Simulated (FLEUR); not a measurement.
# Si (I4/mmm) in FLEUR: further runs

One crystal, Si, is run at these levels: PBE; tasks: single point.

All numbers are computed with FLEUR MaX-R8.1 (later development tree); they aren't measurements. Logs are shortened: lines on timing, memory, paths and dates and some standing lists are left out, and cuts for length are marked.

**1. The structure**

Symmetry: I4/mmm, No. 139, tetragonal system. Conventional cell: a = 3.254 Å, b = 3.254 Å, c = 2.641 Å, α = 90.00°, β = 90.00°, γ = 90.00°. Si (site symmetry 4/mmm) is surrounded by 10 Si at 2.64 to 2.65 Å.

This isn't the form of Si at room conditions, which is diamond.

**2. Single point, PBE**

inp.xml reads:

```xml
<?xml version="1.0" encoding="UTF-8" standalone="no"?>
<fleurInput fleurInputVersion="0.39">
   <comment>
      Si                                                                                                  
   </comment>
   <calculationSetup>
      <cutoffs Kmax="4.34" Gmax="13.4" GmaxXC="13.4" numbands="0"/>
      <scfLoop itmax="60" minDistance="0.00001" maxIterBroyd="15" imix="Anderson" alpha="0.05" precondParam="0.0" spinf="2.0" sdNocoIR="T"/>
      <coreElectrons ctail="T" frcor="F" kcrel="0" coretail_lmax="0"/>
      <xcFunctional name="pbe" relativisticCorrections="F"/>
      <magnetism jspins="1"/>
      <soc l_soc="F" theta="0.0" phi="0.0" spav="F"/>
      <expertModes spex="0" secvar="F"/>
      <geometryOptimization l_f="T" forcealpha="1.0" forcemix="BFGS" epsdisp="0.0005" epsforce="0.0002"/>
      <ldaU l_linMix="F" mixParam="0.05" spinf="1.0"/>
   </calculationSetup>
   <cell>
      <bzIntegration valenceElectrons="12.0" mode="hist" fermiSmearingEnergy="0.00183747">
         <kPointListSelection listName="default-1"/>
         <!-- k-points included here -->
         <xi:include xmlns:xi="http://www.w3.org/2001/XInclude" href="kpts.xml"> </xi:include>
      </bzIntegration>
      <!-- symmetry operations included here -->
      <xi:include xmlns:xi="http://www.w3.org/2001/XInclude" href="sym.xml"> </xi:include>
      <bulkLattice scale="1.0">
         <bravaisMatrix>
            <row-1>   -3.0744236457227805     3.0744236457227805     2.4950618106341991</row-1>
            <row-2>    3.0744236457227805    -3.0744236457227805     2.4950618106341991</row-2>
            <row-3>    3.0744236457227805     3.0744236457227805    -2.4950618106341991</row-3>
         </bravaisMatrix>
      </bulkLattice>
   </cell>
   <atomSpecies>
      <species name="Silicon (Si)" element="Si" atomicNumber="14">
         <mtSphere radius="2.26" gridPoints="763" logIncrement="0.015"/>
         <atomicCutoffs lmax="9" lnonsphr="9"/>
         <electronConfig flipSpins="F">
            <coreConfig>(1s1/2)</coreConfig>
            <valenceConfig>(2s1/2) (2p1/2) (2p3/2) (3s1/2) (3p1/2) (3p3/2)</valenceConfig>
            <stateOccupation state="(3p1/2)" spinUp="0.333333" spinDown="0.333333"/>
            <stateOccupation state="(3p3/2)" spinUp="0.666667" spinDown="0.666667"/>
         </electronConfig>
         <energyParameters s="3" p="3" d="3" f="4"/>
         <lo type="SCLO" l="0" n="2" eDeriv="0"/>
         <lo type="SCLO" l="1" n="2" eDeriv="0"/>
         <lo type="SCLO" l="2" n="3" eDeriv="2"/>
         <lo type="SCLO" l="3" n="4" eDeriv="2"/>
      </species>
   </atomSpecies>
   <atomGroups>
      <atomGroup species="Silicon (Si)">
         <relPos label="                   1">.0000000000 .0000000000 .0000000000</relPos>
         <force calculate="T" relaxXYZ="TTT"/>
      </atomGroup>
   </atomGroups>
   <output dos="F" band="F" slice="F">
      <checks vchk="F" cdinf="F"/>
      <bandDOS minEnergy="-.5*Htr" maxEnergy="0.5*Htr" sigma="0.015" storeEVData="T"/>
      <vacuumDOS vacdos="F" integ="F" star="F" nstars="0" locx1="0.0" locy1="0.0" locx2="0.0" locy2="0.0" nstm="0" tworkf="0.0"/>
      <unfoldingBand unfoldBand="F" supercellX="1" supercellY="1" supercellZ="1"/>
      <plotting iplot="0" polar="F">
         <plot TwoD="T" vec1="  1.0  0.0  0.0" vec2="  0.0  1.0  0.0" vec3="  0.0  0.0  1.0" zero="  0.0  0.0  0.0" file="plot"/>
      </plotting>
      <chargeDensitySlicing numkpt="0" minEigenval="0.0" maxEigenval="0.0" nnne="0" pallst="F"/>
      <specialOutput eonly="F"/>
      <moessbauerParams electricFieldGradient="T" isomerShift="T" coreHyperfine="T" valenceHyperfine="T"/>
      <magneticCircularDichroism mcd="F" energyLo="-10.0" energyUp="0.0"/>
   </output>
  <!-- We include the file relax.xml here to enable relaxations (see documentation) -->
  <xi:include xmlns:xi="http://www.w3.org/2001/XInclude" href="relax.xml"> <xi:fallback/> </xi:include>
</fleurInput>
```

crystal.txt reads:

```
Si
&input cartesian=F /
-1.6269149300  1.6269149300  1.3203298500
1.6269149300  -1.6269149300  1.3203298500
1.6269149300  1.6269149300  -1.3203298500
1.8897261246
1.0 1.0 1.0

1
14 0.0000000000  0.0000000000  0.0000000000

&kpt div1=13 div2=13 div3=13 gamma=T /
```

Potentials or basis: all-electron, FLAPW.

On the command line:

```
$ inpgen -f crystal.txt -profile fastHighL
$ # inp.xml edited to the form shown
$ fleur_MPI
```

The program printed:

```text
Welcome to FLEUR        (www.flapw.de)
      MaX-Release 8.1          (www.max-centre.eu)

 ========== k-point set info ==========
 Selected k-point list: default-1
 k-point list type: mesh
 13 x 13 x 13
 Number of k points: 196

 ------------Calculation Setup---------------------------
 Number of MPI-tasks      :            1
 Number of PE/node        :            1
 Number of OMP-threads    :            1
 Most efficient MPI parallelization for:
           1           2           4           7          14          28          49          98         196
 Additional eigenvalue parallelization possible
 Number of basis functions:          167
 Approximate size of matrices (H+S) per k-point:         0.000 GB
 --------------------------------------------------------
 Iteration:     1   Distance:       4.03335743 me/bohr^3
 Iteration:     2   Distance:       3.79227098 me/bohr^3
 Iteration:     3   Distance:       1.13626967 me/bohr^3
 Iteration:     4   Distance:       0.16320553 me/bohr^3
 Iteration:     5   Distance:       0.09420011 me/bohr^3
 Iteration:     6   Distance:       0.00445610 me/bohr^3
 Iteration:     7   Distance:       0.00425236 me/bohr^3
 Iteration:     8   Distance:       0.00071533 me/bohr^3
 Iteration:     9   Distance:       0.00003393 me/bohr^3
 Iteration:    10   Distance:       0.00002110 me/bohr^3
 Iteration:    11   Distance:       0.00000035 me/bohr^3

 ********************************************************************
 Run finished successfully
 Stop message:
   Structural relaxation: Done
 ********************************************************************
```

out.xml (last iteration):

```text
<iteration numberForCurrentRun="   12" overallNumber="   12">
         <energyParameters units="Htr">
            <atomicEP atomType="1" spin="1" branch="3s" branchLowest="-4.56" branchHighest="1.02" value="0.0554848444"/>
            <atomicEP atomType="1" spin="1" branch="3p" branchLowest="-2.94" branchHighest="1.49" value="0.2482484721"/>
            <atomicEP atomType="1" spin="1" branch="3d" branchLowest="-9.99" branchHighest="1.93" value="0.4483939897"/>
            <atomicEP atomType="1" spin="1" branch="4f" branchLowest="-9.99" branchHighest="3.89" value="0.6178338782"/>
            <loAtomicEP atomType="1" spin="1" branch="2s" branchLowest="-65.06" branchHighest="-4.56" value="-4.5576367446"/>
            <loAtomicEP atomType="1" spin="1" branch="2p" branchLowest="-9.99" branchHighest="-2.94" value="-2.9426751432"/>
            <loAtomicEP atomType="1" spin="1" branch="3d" branchLowest="-9.99" branchHighest="1.93" value="0.4483930606"/>
            <loAtomicEP atomType="1" spin="1" branch="4f" branchLowest="-9.99" branchHighest="3.89" value="0.6178369117"/>
         </energyParameters>
         <eigenvalues>
            <eigenvaluesAt spin="1" ikpt="1" k_x="0.00000000" k_y="0.00000000" k_z="0.00000000">
                      -4.5576913228       -2.9426352703       -2.9423384769       -2.9423384769       -0.1467770027
                       0.7466815408        0.7699348157        0.7699348157        0.8725178631        0.9111272253
            </eigenvaluesAt>
            <eigenvaluesAt spin="1" ikpt="2" k_x="0.00000000" k_y="0.00000000" k_z="0.07692308">
                      -4.5576887707       -2.9426403364       -2.9423587836       -2.9423370908       -0.1408295233
                       0.6525723403        0.7735798027        0.8180670157        0.8713183413        0.8991610044
            </eigenvaluesAt>
            <eigenvaluesAt spin="1" ikpt="3" k_x="0.00000000" k_y="0.00000000" k_z="0.15384615">
                      -4.5576817160       -2.9426544664       -2.9424149779       -2.9423333036       -0.1230246261
                       0.5381580897        0.7839531129        0.8250434488        0.8359944721        0.9097480803
            </eigenvaluesAt>
            <eigenvaluesAt spin="1" ikpt="4" k_x="0.00000000" k_y="0.00000000" k_z="0.23076923">
                      -4.5576717823       -2.9426742744       -2.9424942318       -2.9423279824       -0.0934796666
                       0.4266988962        0.7873302341        0.7990344524        0.8431080033        0.8764705818
            </eigenvaluesAt>
         </eigenvalues>
         <bandgap value="0.0048343474" units="eV"/>
         <sumValenceSingleParticleEnergies value="-26.0458635670" units="Htr"/>
         <FermiEnergy value="0.3943646366" units="Htr"/>
         <valenceDensity>
            <mtCharges spin="1">
               <mtCharge atomType="1" total="10.3741576" s="3.0587812" p="7.0978359" d="0.1992070" f="0.0167672"/>
            </mtCharges>
            <spinDependentCharge spin="1" total="12.0000000" interstitial="1.6258424" mtSpheres="10.3741576"/>
            <totalCharge value="12.0000000000"/>
         </valenceDensity>
         <coreStates atomType="     1" atomicNumber=" 14" spin="1" kinEnergy="    185.6381533392" eigValSum="   -130.1190981792" lostElectrons=" 0.000000">
            <state n="1" l="0" j="0.5" energy="-65.0595490896" weight="1.0000000000"/>
         </coreStates>
         <allElectronCharges>
            <spinDependentCharge spin="1" total="14.0000000" interstitial="1.6258424" mtSpheres="12.3741576"/>
            <totalCharge value="14.0000000001"/>
         </allElectronCharges>
         <moessbauerParams unitsHFF="kG" unitsIS="e/bohr^3" unitsEFG="Htr/bohr^2">
            <coreIsomerShift atomType="1" isTotal="1776.19667">
               <shell n="1" l="0" isomerShift="1776.19667"/>
            </coreIsomerShift>
            <isomerShift atomType="1" nucleusRadius="0.0000718" averageDensity="1910.29215"/>
            <electricFieldGradient atomType="1" VXX="-0.02882" VYY="-0.02882" VZZ="0.05763" asymParam="0.00000">
            </electricFieldGradient>
         </moessbauerParams>
         <totalEnergy                                    value="     -290.0172541246" units="Htr">
            <sumOfEigenvalues                            value="     -156.1649617463">
               <coreElectrons value="-130.1190981792"/>
               <valenceElectrons value="-26.0458635670"/>
            </sumOfEigenvalues>
            <densityCoulombPotentialIntegral value="-419.9736749215"/>
            <densityEffectivePotentialIntegral value="-446.9686469144"/>
            <chargeDenXCDenIntegral value="-20.9006323799"/>
            <FockExchangeEnergyValence value="0.0000000000"/>
            <FockExchangeEnergyCore value="0.0000000000"/>
            <atomTypeDependentContributions atomType="1">
               <electronNucleiInteractionDifferentMTs value="342.8306319288"/>
               <MadelungTerm value="-7.1028375232"/>
            </atomTypeDependentContributions>
            <tkbTimesEntropy value="0.0001781040"/>
            <freeEnergy value="-290.0174322286"/>
            <extrapolationTo0K value="-290.0173431766"/>
         </totalEnergy>
         <totalForcesOnRepresentativeAtoms units="Htr/bohr">
            <forceTotal atomType="1" x="0.000000" y="0.000000" z="0.000000" F_x="0.00000000" F_y="0.00000000" F_z="0.00000000"/>
         </totalForcesOnRepresentativeAtoms>
      </iteration>
```

It took 37 s on 1 thread of Arm Neoverse V2, shared host; peak memory 0.06 GiB.

Results:

| Item | Value |
| --- | --- |
| Free energy | -7891.7764 eV |
| Band gap on the k mesh | none (metal or under the smearing width) |
| Valence electrons inside the program's atomic spheres | Si 10.37 (radii Si 2.26 bohr) |

Core levels (eV from the Fermi level):
```csv
atom,levels
1 Si,1s1/2 -1781.1
```

**3. Single point, PBE (cell strained at random at fixed volume)**

inp.xml: that of step 2 with these lines changed.

```diff
@@ -26,5 +26,5 @@
          <bravaisMatrix>
-            <row-1>   -3.0744236457227805     3.0744236457227805     2.4950618106341991</row-1>
-            <row-2>    3.0744236457227805    -3.0744236457227805     2.4950618106341991</row-2>
-            <row-3>    3.0744236457227805     3.0744236457227805    -2.4950618106341991</row-3>
+            <row-1>   -3.0430165298127569     3.0596706861488565     2.4800198741413020</row-1>
+            <row-2>    3.0581343388095568    -3.0623692150547854     2.5019709328046558</row-2>
+            <row-3>    3.0854692272018958     3.1048219124439242    -2.4833439023944734</row-3>
          </bravaisMatrix>
```

crystal.txt reads:

```
Si
&input cartesian=F /
-1.6102950000  1.6191080000  1.3123700000
1.6182950000  -1.6205360000  1.3239860000
1.6327600000  1.6430010000  -1.3141290000
1.8897261246
1.0 1.0 1.0

1
14 -0.0137780000  -0.0156330000  -0.0005400000

&kpt div1=13 div2=13 div3=13 gamma=T /
```

Potentials or basis: all-electron, FLAPW.

On the command line:

```
$ inpgen -f crystal.txt -profile fastHighL
$ # inp.xml edited to the form shown
$ fleur_MPI
```

Wall time 4.5 min (1 thread of Arm Neoverse V2, shared host); peak memory 0.08 GiB.

The run converged. Its results:

* Free energy: -7891.7768 eV
* Band gap on the k mesh: none (metal or under the smearing width)
* Valence electrons inside the program's atomic spheres: Si 10.37 (radii Si 2.26 bohr)

Levels at points of the mesh, in eV from the Fermi level:
| k point | band 5 | band 6 | band 7 | band 8 | band 9 | band 10 |
| --- | --- | --- | --- | --- | --- | --- |
| (0.00, 0.00, 0.00) | -14.74 | 9.52 | 9.85 | 10.50 | 12.97 | 14.08 |

Core levels (eV from the Fermi level):
| atom | levels |
| --- | --- |
| 1 Si | 1s1/2 -1781.1 |
